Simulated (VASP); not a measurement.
# ScAl3N4 (P6_3mc) in VASP: further runs, part 2 of 2

VASP 6.6.1.

### Step 3. Relaxation of cell and atoms, PBEsol

File INCAR:

```
SYSTEM = ScAl3N4
PREC = Accurate ; ENCUT = 520
EDIFF = 1E-6 ; ISMEAR = 0
SIGMA = 0.03 ; LREAL = .False.
LASPH = .True. ; NELM = 100
ALGO = Normal ; ISIF = 3
LWAVE = .False. ; LCHARG = .False.
GGA = PS ; IBRION = 2
NSW = 60 ; EDIFFG = -0.005
```

File KPOINTS:

```
Automatic mesh
0
Gamma
  4 4 5
  0 0 0
```

File POSCAR:

```
ScAl3N4
1.0
    6.3740000000      0.0000000000      0.0000000000
   -3.1870000000      5.5200459237      0.0000000000
    0.0000000000      0.0000000000      4.9570000000
Sc Al N
2 6 8
Direct
    0.1666666667      0.3333333333      0.0000000000
    0.8333333333      0.6666666667      0.5000000000
    0.1666666667      0.8333333333      0.0000000000
    0.6666666667      0.3333333333      0.0000000000
    0.6666666667      0.8333333333      0.0000000000
    0.3333333333      0.1666666667      0.5000000000
    0.3333333333      0.6666666667      0.5000000000
    0.8333333333      0.1666666667      0.5000000000
    0.1666666667      0.3333333333      0.3820000000
    0.1666666667      0.8333333333      0.3820000000
    0.6666666667      0.3333333333      0.3820000000
    0.6666666667      0.8333333333      0.3820000000
    0.3333333333      0.1666666667      0.8820000000
    0.3333333333      0.6666666667      0.8820000000
    0.8333333333      0.1666666667      0.8820000000
    0.8333333333      0.6666666667      0.8820000000
```

Potentials or basis: VASP PAW PBE potentials, release 64 (Sc_sv, Al, N).

Started as:

```bash
$ cat potpaw_PBE.64/Sc_sv/POTCAR potpaw_PBE.64/Al/POTCAR potpaw_PBE.64/N/POTCAR > POTCAR
$ mpirun -np 1 vasp_std > vasp.out
```

OUTCAR:

```text
SYSTEM = ScAl3N4
   PREC = Accurate
   ENCUT = 520
   EDIFF = 1E-6
   ISMEAR = 0
   LREAL = .False.
   LASPH = .True.
   NELM = 100
   ISIF = 3
   GGA = PS
   IBRION = 2
   NSW = 60
   EDIFFG = -0.005

 ion  position               nearest neighbor table
   1  0.167  0.333  0.000-   9 1.89  13 1.93  14 1.93  15 1.93   6 3.09   6 3.09   7 3.09   7 3.09
                             8 3.09   8 3.09   3 3.19   5 3.19   3 3.19   5 3.19   4 3.19   4 3.19
   2  0.833  0.667  0.500-  16 1.89  12 1.93  11 1.93  10 1.93   5 3.09   5 3.09   4 3.09   4 3.09
                             3 3.09   3 3.09   8 3.19   6 3.19   8 3.19   6 3.19   7 3.19   7 3.19
   3  0.167  0.833  0.000-  10 1.89  14 1.93  13 1.93  16 1.93   7 3.09   7 3.09   6 3.09   6 3.09
                             2 3.09   2 3.09   4 3.19   1 3.19   1 3.19   4 3.19   5 3.19   5 3.19
   4  0.667  0.333  0.000-  11 1.89  15 1.93  16 1.93  13 1.93   8 3.09   8 3.09   2 3.09   2 3.09
                             6 3.09   6 3.09   5 3.19   3 3.19   5 3.19   3 3.19   1 3.19   1 3.19
   5  0.667  0.833  0.000-  12 1.89  16 1.93  15 1.93  14 1.93   2 3.09   2 3.09   8 3.09   8 3.09
                             7 3.09   7 3.09   4 3.19   1 3.19   4 3.19   1 3.19   3 3.19   3 3.19
   6  0.333  0.167  0.500-  13 1.89   9 1.93  10 1.93  11 1.93   1 3.09   1 3.09   3 3.09   3 3.09
                             4 3.09   4 3.09   7 3.19   2 3.19   7 3.19   2 3.19   8 3.19   8 3.19
   7  0.333  0.667  0.500-  14 1.89  10 1.93   9 1.93  12 1.93   3 3.09   3 3.09   1 3.09   1 3.09
                             5 3.09   5 3.09   8 3.19   6 3.19   6 3.19   8 3.19   2 3.19   2 3.19
   8  0.833  0.167  0.500-  15 1.89  11 1.93  12 1.93   9 1.93   4 3.09   4 3.09   5 3.09   5 3.09
                             1 3.09   1 3.09   7 3.19   2 3.19   2 3.19   7 3.19   6 3.19   6 3.19
   9  0.167  0.333  0.382-   1 1.89   6 1.93   7 1.93   8 1.93
  10  0.167  0.833  0.382-   3 1.89   7 1.93   6 1.93   2 1.93
  11  0.667  0.333  0.382-   4 1.89   8 1.93   2 1.93   6 1.93
  12  0.667  0.833  0.382-   5 1.89   2 1.93   8 1.93   7 1.93
  13  0.333  0.167  0.882-   6 1.89   1 1.93   3 1.93   4 1.93
  14  0.333  0.667  0.882-   7 1.89   3 1.93   1 1.93   5 1.93
  15  0.833  0.167  0.882-   8 1.89   4 1.93   5 1.93   1 1.93
  16  0.833  0.667  0.882-   2 1.89   5 1.93   4 1.93   3 1.93

  LATTYP: Found a hexagonal cell.
 ALAT       =     6.3740000000
 C/A-ratio  =     0.7776906181

  Lattice vectors:

 A1 = (   6.3740000000,   0.0000000000,   0.0000000000)
 A2 = (  -3.1870000000,   5.5200459237,   0.0000000000)
 A3 = (   0.0000000000,   0.0000000000,   4.9570000000)

Analysis of symmetry for initial positions (statically):
=====================================================================
 Subroutine PRICEL returns:
 Original cell was already a primitive cell.

 Routine SETGRP: Setting up the symmetry group for a
 hexagonal supercell.

 Subroutine GETGRP returns: Found 12 space group operations
 (whereof  2 operations were pure point group operations)
 out of a pool of 24 trial point group operations.

The static configuration has the point symmetry C_1h.
 The point group associated with its full space group is C_6v.

Analysis of symmetry for dynamics (positions and initial velocities):
=====================================================================
 Subroutine PRICEL returns:
 Original cell was already a primitive cell.

 Routine SETGRP: Setting up the symmetry group for a
 hexagonal supercell.

 Subroutine GETGRP returns: Found 12 space group operations
 (whereof  2 operations were pure point group operations)
 out of a pool of 24 trial point group operations.

The dynamic configuration has the point symmetry C_1h.
 The point group associated with its full space group is C_6v.

 Subroutine INISYM returns: Found 12 space group operations
[... 97 lines left out ...]
   dimension x,y,z NGX =    48 NGY =   48 NGZ =   40
   dimension x,y,z NGXF=    96 NGYF=   96 NGZF=   80
   ions per type =               2   6   8
   NGX,Y,Z   is equivalent  to a cutoff of  12.52, 12.52, 13.42 a.u.
   NGXF,Y,Z  is equivalent  to a cutoff of  25.04, 25.04, 26.83 a.u.
 SYSTEM =  ScAl3N4
   PREC   = accura    normal or accurate (medium, high low for compatibility)
   ISTART =      0    job   : 0-new  1-cont  2-samecut
   ICHARG =      2    charge: 1-file 2-atom 10-const
   ISPIN  =      1    spin polarized calculation?
   LNONCOLLINEAR =      F non collinear calculations
   LSORBIT =      F    spin-orbit coupling
   LASPH  =      T    aspherical Exc in radial PAW
   ENCUT  =  520.0 eV  38.22 Ry    6.18 a.u.  11.85 11.85  9.22*2*pi/ulx,y,z
   NELM   =    100;   NELMIN=  2; NELMDL= -5     # of ELM steps
   EDIFF  = 0.1E-05   stopping-criterion for ELM
   LREAL  =      F    real-space projection
   EDIFFG = -.5E-02   stopping-criterion for IOM
   NSW    =     60    number of steps for IOM
   IBRION =      2    ionic relax: 0-MD 1-quasi-New 2-CG
   NFREE  =      1    steps in history (QN), initial steepest desc. (CG)
   ISIF   =      3    stress and relaxation
   ISYM   =      2    0-nonsym 1-usesym 2-fastsym
   POTIM  = 0.5000    time-step for ionic-motion
   TEBEG  =    0.0;   TEEND  =   0.0 temperature during run
   PSTRESS=    0.0 pullay stress
   NELECT =      80.0000    total number of electrons
   NUPDOWN=      -1.0000    fix difference up-down
   EMIN   =  10.00;   EMAX   =-10.00  energy-range for DOS
   EFERMI =   0.00;   METHOD = LEGACY
   ISMEAR =     0;   SIGMA  =   0.03  broadening in eV -4-tet -1-fermi 0-gaus
   EFERMI_NEDOS =   21; number of points for ismear=-14 and -15
   IALGO  =     38    algorithm
   IMIX   =      4    mixing-type and parameters
     AMIX     =   0.40;   BMIX     =  1.00
     AMIX_MAG =   1.60;   BMIX_MAG =  1.00
  volume/ion in A,a.u.               =      10.90        73.56
  Fermi-wavevector in a.u.,A,eV,Ry     =   1.262545  2.385864 21.687964  1.594020
  Thomas-Fermi vector in A             =   2.395948
   LORBIT       =      0    0 simple, 1 ext, 2 COOP (PROOUT), +10 PAW based schemes
   GGA     = PS    functional components
   LHFCALC =     F    Hartree Fock is set to
   AEXX    =    0.0000 exact exchange contribution
   IVDW    =     0    specifies the selected vdW correction
   LEPSILON=     F    determine dielectric tensor
   LRPA    =     F    only Hartree local field effects (RPA)
 conjugate gradient relaxation of ions
 non-spin polarized calculation
 Gauss-broadening in eV      SIGMA  =   0.03
  energy-cutoff  :      520.00
  volume of cell :      174.41
 maximum number of plane-waves:      4724
 NGX is ok and might be reduce to    48
   NGX = 23   NGY = 23   NGZ = 19

--------------------------------------- Ionic step        1  -------------------------------------------

 number of electron      80.0000007 magnetization

 Free energy of the ion-electron system (eV)
  ---------------------------------------------------
  ext. energy  EPLUGINS =         0.00000000
  ---------------------------------------------------
  free energy    TOTEN  =      -128.62613921 eV

  energy without entropy =     -128.62613921  energy(sigma->0) =     -128.62613921

------------------------ aborting loop because EDIFF is reached ----------------------------------------

  FORCE on cell =-STRESS in cart. coord.  units (eV):
  Direction    XX          YY          ZZ          XY          YZ          ZX
  --------------------------------------------------------------------------------------
  -------------------------------------------------------------------------------------
  Total        9.5351727      9.5351727     16.8363462      0.0000000      0.0000000      0.0000000
  in kB       87.5922087     87.5922087    154.6624059      0.0000000      0.0000000      0.0000000
  external PRESSURE =     109.9489411 kB  Pullay stress =       0.0000000 kB
[... 131 lines left out ...]
  FREE ENERGIE OF THE ION-ELECTRON SYSTEM (eV)
  ---------------------------------------------------
  free  energy   TOTEN  =      -130.2963288528 eV

  energy  without entropy=     -130.2963288528  energy(sigma->0) =     -130.29632885

[... ionic steps 4 to 13 ...]

--------------------------------------- Ionic step       14  -------------------------------------------

 number of electron      80.0000016 magnetization

------------------------ aborting loop because EDIFF is reached ----------------------------------------
[... 95 lines left out ...]
--------------------------------------- Ionic step       16  -------------------------------------------

 number of electron      80.0000015 magnetization

 Free energy of the ion-electron system (eV)
  ---------------------------------------------------
  ext. energy  EPLUGINS =         0.00000000
  ---------------------------------------------------
  free energy    TOTEN  =      -130.48575633 eV

  energy without entropy =     -130.48575633  energy(sigma->0) =     -130.48575633

 E-fermi :   5.2660     XC(G=0): -11.0311

 val. band max:        5.0133716002   @ k =   0.2500   0.0000   0.0000
 cond. band min:       8.7439004698   @ k =   0.0000   0.0000   0.0000
 fundamental gap:      3.7305288696
 Fermi energy:         5.2659505707

 k-point     1 :       0.0000    0.0000    0.0000
  band No.  band energies     occupation
      1     -41.6306      2.00000
      2     -41.6297      2.00000
      3     -20.5237      2.00000
      4     -20.5237      2.00000
      5     -20.5162      2.00000
      6     -20.5162      2.00000
[... 656 lines left out ...]
  FREE ENERGIE OF THE ION-ELECTRON SYSTEM (eV)
  ---------------------------------------------------
  free  energy   TOTEN  =      -130.4857563339 eV

  energy  without entropy=     -130.4857563339  energy(sigma->0) =     -130.48575633

 reached required accuracy - stopping structural energy minimisation
```

Run time: 16 min. Hardware: 1 thread of Intel Xeon Platinum 8259CL at 2.50GHz (Skylake/Cascade Lake), shared host; peak memory 0.35 GiB.

Results:

* Free energy: -130.4858 eV
* Relaxed volume: 11.31 Å³/atom
* Relaxed cell: a = 6.453 Å, b = 6.453 Å, c = 5.019 Å, α = 90.00°, β = 90.00°, γ = 120.00°
* Space group after relaxing (to 0.05 Å): P6_3mc (No. 186)
* Energy gained by relaxing: 116.2 meV/atom
* Ionic steps: 16
* Pressure after relaxing: 0.0 GPa
* Largest force after relaxing: 0.004 eV/Å
* Band gap on the k mesh: 3.73 eV, indirect (least direct gap 3.74 eV)

Forces on the atoms (eV/Å):
```
Sc   0.000  0.000 -0.001
Sc   0.000  0.000 -0.001
Al  -0.002 -0.001  0.003
Al   0.000  0.002  0.003
Al   0.002 -0.001  0.003
Al  -0.002  0.001  0.003
Al   0.000 -0.002  0.003
Al   0.002  0.001  0.003
N    0.000  0.000 -0.003
N    0.003  0.002 -0.002
N    0.000 -0.003 -0.002
N   -0.003  0.002 -0.002
N    0.003 -0.002 -0.002
N    0.000  0.003 -0.002
N   -0.003 -0.002 -0.002
N    0.000  0.000 -0.003
```

The path:
```csv
step,energy change (eV),largest force (eV/Å),pressure (GPa),volume (Å³)
1,0.0000,3.9365,10.99,174.41
2,-1.1238,1.0904,-11.46,193.95
3,-1.6702,0.6365,-4.66,185.98
4,-1.8423,0.1549,1.88,179.33
5,-1.8493,0.1469,0.71,180.40
6,-1.8569,0.0596,-0.09,181.21
7,-1.8570,0.0585,-0.05,181.17
8,-1.8583,0.0217,-0.11,181.19
9,-1.8584,0.0280,-0.13,181.20
10,-1.8593,0.0199,0.01,181.02
11,-1.8594,0.0287,0.09,180.91
12,-1.8596,0.0157,-0.03,181.03
13,-1.8596,0.0111,-0.08,181.07
14,-1.8596,0.0127,-0.07,181.06
15,-1.8596,0.0060,0.01,180.99
16,-1.8596,0.0039,0.00,181.00
```

Final structure:
```xyz
16
Lattice="6.4533 0.0000 0.0000 -3.2267 5.5887 0.0000 0.0000 0.0000 5.0187" Properties=species:S:1:pos:R:3 pbc="T T T"
Sc    0.0000    1.8629    4.9494
Sc    3.2267    3.7258    2.4400
Al   -1.5737    4.6801    5.0151
Al    3.2267    1.8172    5.0151
Al    1.5738    4.6801    5.0151
Al    1.6529    0.9086    2.5058
Al    0.0000    3.7715    2.5058
Al    4.8004    0.9086    2.5058
N     0.0000    1.8629    2.0779
N    -1.5172    4.7128    1.8903
N     3.2267    1.7520    1.8903
N     1.5172    4.7128    1.8903
N     1.7094    0.8760    4.3996
N     0.0000    3.8368    4.3996
N     4.7439    0.8760    4.3996
N     3.2267    3.7258    4.5872
```

Levels at points of the mesh, in eV from the valence-band top:
```tsv
k point	band 36	band 37	band 38	band 39	band 40	band 41	band 42	band 43	band 44	band 45
(0.00, 0.00, 0.00)	-0.56	-0.56	-0.43	-0.43	-0.01	3.73	4.01	4.01	4.46	4.46
(0.50, 0.00, 0.00)	-0.55	-0.40	-0.18	-0.17	-0.01	4.08	4.35	4.68	4.97	5.00
```

Caveat: the PAW data sets were made with another functional, which shifts forces and pressure a little; an odd mesh through Γ misses points on the zone boundary, where band edges often lie.
